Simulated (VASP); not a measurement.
# LiH (Fm-3m) in VASP: settings compared, part 2 of 2

VASP 6.6.1.

## 3. Relaxation of cell and atoms, r2SCAN+rVV10

Contents of INCAR:

```
SYSTEM = LiH
PREC = Accurate ; ENCUT = 600
EDIFF = 1E-7 ; ISMEAR = 0
SIGMA = 0.02 ; LREAL = .FALSE.
LASPH = .TRUE. ; NELM = 60
ALGO = Normal ; ISIF = 3
LWAVE = .FALSE. ; LCHARG = .FALSE.
METAGGA = R2SCAN ; LMIXTAU = .TRUE.
LUSE_VDW = .TRUE. ; IVDW_NL = 2
BPARAM = 11.95 ; CPARAM = 0.0093
IBRION = 2 ; NSW = 90
EDIFFG = -0.005
```

Contents of KPOINTS:

```
Automatic mesh
0
G
  10 10 10
  0 0 0
```

Contents of POSCAR:

```
LiH
1.0
    0.0000000000      2.0086193900      2.0086193900
    2.0086193900      0.0000000000      2.0086193900
    2.0086193900      2.0086193900      0.0000000000
Li H
1 1
Direct
    0.0000000000      0.0000000000      0.0000000000
    0.5000000000      0.5000000000      0.5000000000
```

Potentials or basis: VASP PAW PBE potentials, release 64 (Li_sv, H).

Run with:

```sh
cat potpaw_PBE.64/Li_sv/POTCAR potpaw_PBE.64/H/POTCAR > POTCAR
mpirun -np 1 vasp_std > vasp.out
```

OUTCAR:

```text
SYSTEM = LiH
   PREC = Accurate
   ENCUT = 600
   EDIFF = 1E-7
   ISMEAR = 0
   LREAL = .FALSE.
   LASPH = .TRUE.
   NELM = 60
   ISIF = 3
   METAGGA = R2SCAN
   IVDW_NL = 2
   BPARAM = 11.95
   IBRION = 2
   NSW = 90
   EDIFFG = -0.005

 ion  position               nearest neighbor table
   1  0.000  0.000  0.000-
   2  0.500  0.500  0.500-

  LATTYP: Found a face centered cubic cell.
 ALAT       =     4.0172387800

  Lattice vectors:

 A1 = (   0.0000000000,   2.0086193900,   2.0086193900)
 A2 = (   2.0086193900,   0.0000000000,   2.0086193900)
 A3 = (   2.0086193900,   2.0086193900,   0.0000000000)

Analysis of symmetry for initial positions (statically):
=====================================================================
 Subroutine PRICEL returns:
 Original cell was already a primitive cell.

 Routine SETGRP: Setting up the symmetry group for a
 face centered cubic supercell.

 Subroutine GETGRP returns: Found 48 space group operations
 (whereof 48 operations were pure point group operations)
 out of a pool of 48 trial point group operations.

The static configuration has the point symmetry O_h .

Analysis of symmetry for dynamics (positions and initial velocities):
=====================================================================
 Subroutine PRICEL returns:
 Original cell was already a primitive cell.

 Routine SETGRP: Setting up the symmetry group for a
 face centered cubic supercell.

 Subroutine GETGRP returns: Found 48 space group operations
 (whereof 48 operations were pure point group operations)
 out of a pool of 48 trial point group operations.

The dynamic configuration has the point symmetry O_h .

 Subroutine INISYM returns: Found 48 space group operations
 (whereof 48 operations are pure point group operations),
 and found     1 'primitive' translations

----------------------------------------------------------------------------------------

                                     Primitive cell

  volume of cell :      16.2078

  direct lattice vectors                    reciprocal lattice vectors
     0.000000000  2.008619390  2.008619390    -0.248927200  0.248927200  0.248927200
     2.008619390  0.000000000  2.008619390     0.248927200 -0.248927200  0.248927200
     2.008619390  2.008619390  0.000000000     0.248927200  0.248927200 -0.248927200

  length of vectors
     2.840616783  2.840616783  2.840616783     0.431154557  0.431154557  0.431154557

  position of ions in fractional coordinates (direct lattice)
     0.000000000  0.000000000  0.000000000
     0.500000000  0.500000000  0.500000000

  ion indices of the primitive-cell ions
   primitive index   ion index
                 1           1
                 2           2

----------------------------------------------------------------------------------------

 KPOINTS: Automatic mesh

Automatic generation of k-mesh.
 Grid dimensions read from file:
 generate k-points for:   10   10   10

[... 46 lines left out ...]
   number of dos      NEDOS =    301   number of ions     NIONS =      2
   total plane-waves  NPLWV =  13824
   dimension x,y,z NGX =    24 NGY =   24 NGZ =   24
   dimension x,y,z NGXF=    48 NGYF=   48 NGZF=   48
   ions per type =               1   1
   NGX,Y,Z   is equivalent  to a cutoff of  14.05, 14.05, 14.05 a.u.
   NGXF,Y,Z  is equivalent  to a cutoff of  28.09, 28.09, 28.09 a.u.
 SYSTEM =  LiH
   PREC   = accura    normal or accurate (medium, high low for compatibility)
   ISTART =      0    job   : 0-new  1-cont  2-samecut
   ICHARG =      2    charge: 1-file 2-atom 10-const
   ISPIN  =      1    spin polarized calculation?
   LNONCOLLINEAR =      F non collinear calculations
   LSORBIT =      F    spin-orbit coupling
   LASPH  =      T    aspherical Exc in radial PAW
   ENCUT  =  600.0 eV  44.10 Ry    6.64 a.u.   5.67  5.67  5.67*2*pi/ulx,y,z
   NELM   =     60;   NELMIN=  2; NELMDL= -5     # of ELM steps
   EDIFF  = 0.1E-06   stopping-criterion for ELM
   LREAL  =      F    real-space projection
   EDIFFG = -.5E-02   stopping-criterion for IOM
   NSW    =     90    number of steps for IOM
   IBRION =      2    ionic relax: 0-MD 1-quasi-New 2-CG
   NFREE  =      1    steps in history (QN), initial steepest desc. (CG)
   ISIF   =      3    stress and relaxation
   ISYM   =      2    0-nonsym 1-usesym 2-fastsym
   POTIM  = 0.5000    time-step for ionic-motion
   TEBEG  =    0.0;   TEEND  =   0.0 temperature during run
   PSTRESS=    0.0 pullay stress
   NELECT =       4.0000    total number of electrons
   NUPDOWN=      -1.0000    fix difference up-down
   EMIN   =  10.00;   EMAX   =-10.00  energy-range for DOS
   EFERMI =   0.00;   METHOD = LEGACY
   ISMEAR =     0;   SIGMA  =   0.02  broadening in eV -4-tet -1-fermi 0-gaus
   EFERMI_NEDOS =   21; number of points for ismear=-14 and -15
   IALGO  =     38    algorithm
   IMIX   =      4    mixing-type and parameters
     AMIX     =   0.40;   BMIX     =  1.00
     AMIX_MAG =   1.60;   BMIX_MAG =  1.00
  volume/ion in A,a.u.               =       8.10        54.69
  Fermi-wavevector in a.u.,A,eV,Ry     =   1.026882  1.940525 14.347160  1.054486
  Thomas-Fermi vector in A             =   2.160798
   LORBIT       =      0    0 simple, 1 ext, 2 COOP (PROOUT), +10 PAW based schemes
   METAGGA = R2SCAN    functional components
   LHFCALC =     F    Hartree Fock is set to
   AEXX    =    0.0000 exact exchange contribution
   IVDW_NL    =     2    kernel type
   BPARAM     =11.9500
   IVDW    =     0    specifies the selected vdW correction
   LEPSILON=     F    determine dielectric tensor
   LRPA    =     F    only Hartree local field effects (RPA)
 conjugate gradient relaxation of ions
 non-spin polarized calculation
 Gauss-broadening in eV      SIGMA  =   0.02
  energy-cutoff  :      600.00
  volume of cell :       16.21
 maximum number of plane-waves:       552
   NGX = 11   NGY = 11   NGZ = 11

--------------------------------------- Ionic step        1  -------------------------------------------

 number of electron       3.9999995 magnetization

 Free energy of the ion-electron system (eV)
  ---------------------------------------------------
  ext. energy  EPLUGINS =         0.00000000
  ---------------------------------------------------
  free energy    TOTEN  =        -6.71288655 eV

  energy without entropy =       -6.71288655  energy(sigma->0) =       -6.71288655

------------------------ aborting loop because EDIFF is reached ----------------------------------------

  FORCE on cell =-STRESS in cart. coord.  units (eV):
  Direction    XX          YY          ZZ          XY          YZ          ZX
  --------------------------------------------------------------------------------------
  -------------------------------------------------------------------------------------
  Total       -0.0922509     -0.0922509     -0.0922509     -0.0000000     -0.0000000      0.0000000
  in kB       -9.1192270     -9.1192270     -9.1192270     -0.0000000     -0.0000000      0.0000000
  external PRESSURE =      -9.1192270 kB  Pullay stress =       0.0000000 kB
[... 95 lines left out ...]
--------------------------------------- Ionic step        4  -------------------------------------------

 number of electron       3.9999997 magnetization

 Free energy of the ion-electron system (eV)
  ---------------------------------------------------
  ext. energy  EPLUGINS =         0.00000000
  ---------------------------------------------------
  free energy    TOTEN  =        -6.71404477 eV

  energy without entropy =       -6.71404477  energy(sigma->0) =       -6.71404477

 E-fermi :   0.0992     XC(G=0):  -8.9105

 val. band max:       -0.0966361351   @ k =   0.5000   0.5000   0.0000
 cond. band min:       3.4351611992   @ k =   0.5000   0.5000   0.0000
 fundamental gap:      3.5317973344
 Fermi energy:         0.0991958933

 k-point     1 :       0.0000    0.0000    0.0000
  band No.  band energies     occupation
      1     -45.7738      2.00000
      2      -5.6284      2.00000
      3      17.7598      0.00000
      4      19.4687      0.00000
      5      19.4687      0.00000
      6      19.4692      0.00000
[... 199 lines left out ...]
 k-point    24 :       0.4000    0.3000    0.0000
  band No.  band energies     occupation
      1     -45.7231      2.00000
      2      -2.4203      2.00000
      3       7.2789      0.00000
      4      11.3610      0.00000
      5      12.7613      0.00000
      6      17.4937      0.00000

 [... further k-points ...]

------------------------ aborting loop because EDIFF is reached ----------------------------------------

  FORCE on cell =-STRESS in cart. coord.  units (eV):
  Direction    XX          YY          ZZ          XY          YZ          ZX
  --------------------------------------------------------------------------------------
  -------------------------------------------------------------------------------------
  Total       -0.0010300     -0.0010300     -0.0010300      0.0000000      0.0000000      0.0000000
  in kB       -0.1043402     -0.1043402     -0.1043402      0.0000000      0.0000000      0.0000000
  external PRESSURE =      -0.1043402 kB  Pullay stress =       0.0000000 kB
[... 17 lines left out ...]
  FREE ENERGIE OF THE ION-ELECTRON SYSTEM (eV)
  ---------------------------------------------------
  free  energy   TOTEN  =        -6.7140447652 eV

  energy  without entropy=       -6.7140447652  energy(sigma->0) =       -6.71404477

 reached required accuracy - stopping structural energy minimisation
```

OSZICAR:

```text
N       E                     dE             d eps       ncg     rms          rms(c)
DAV:   1    -0.178798719195E+01   -0.17880E+01   -0.15224E+03   570   0.692E+02
DAV:   2    -0.716915019355E+01   -0.53812E+01   -0.52803E+01   816   0.734E+01
DAV:   3    -0.730049590318E+01   -0.13135E+00   -0.13135E+00   660   0.113E+01
[... 47 lines left out ...]
DAV:   6    -0.671404637132E+01    0.99180E-06   -0.46890E-08   744   0.271E-03    0.645E-04
DAV:   7    -0.671404469509E+01    0.16762E-05   -0.14324E-07   606   0.583E-03    0.109E-04
DAV:   8    -0.671404500533E+01   -0.31024E-06   -0.78310E-09   300   0.143E-03    0.161E-04
DAV:   9    -0.671404476930E+01    0.23602E-06   -0.39703E-09   282   0.759E-04    0.327E-05
DAV:  10    -0.671404476516E+01    0.41480E-08   -0.14076E-09   282   0.565E-04
   4 F= -.67140448E+01 E0= -.67140448E+01  d E =-.115821E-02
```

Wall time 2.3 min (1 thread of AMD EPYC 7R13 (Zen 3), shared host); peak memory 0.17 GiB.

Results:

- Free energy: -6.7140 eV
- Relaxed volume: 7.91 Å³/atom
- Relaxed cell: a = 2.818 Å, b = 2.818 Å, c = 2.818 Å, α = 60.00°, β = 60.00°, γ = 60.00°
- Space group after relaxing (to 0.05 Å): Fm-3m (No. 225)
- Energy gained by relaxing: 0.6 meV/atom
- Ionic steps: 4
- Pressure after relaxing: 0.0 GPa
- Band gap on the k mesh: 3.53 eV, direct

The path:
```
step  energy change (eV)  largest force (eV/Å)  pressure (GPa)  volume (Å³)
   1              0.0000                0.0000           -0.91        16.21
   2             -0.0005                0.0000           -0.69        16.10
   3             -0.0011                0.0000           -0.22        15.90
   4             -0.0012                0.0000           -0.01        15.82
```

Final structure:
```yaml
crystal:
  lattice:
    - [0.00000, 1.99228, 1.99228]
    - [1.99228, 0.00000, 1.99228]
    - [1.99228, 1.99228, 0.00000]
  atoms:
    - { symbol: Li, position: [0.00000, 0.00000, 0.00000] }
    - { symbol: H, position: [0.50000, 0.50000, 0.50000] }
```

Caveat: the cutoff is under 1.25 times the usual one of these potentials, so pressure, stress and relaxed cells hold a basis-set (Pulay) error; the PAW data sets were made with another functional, which shifts forces and pressure a little.
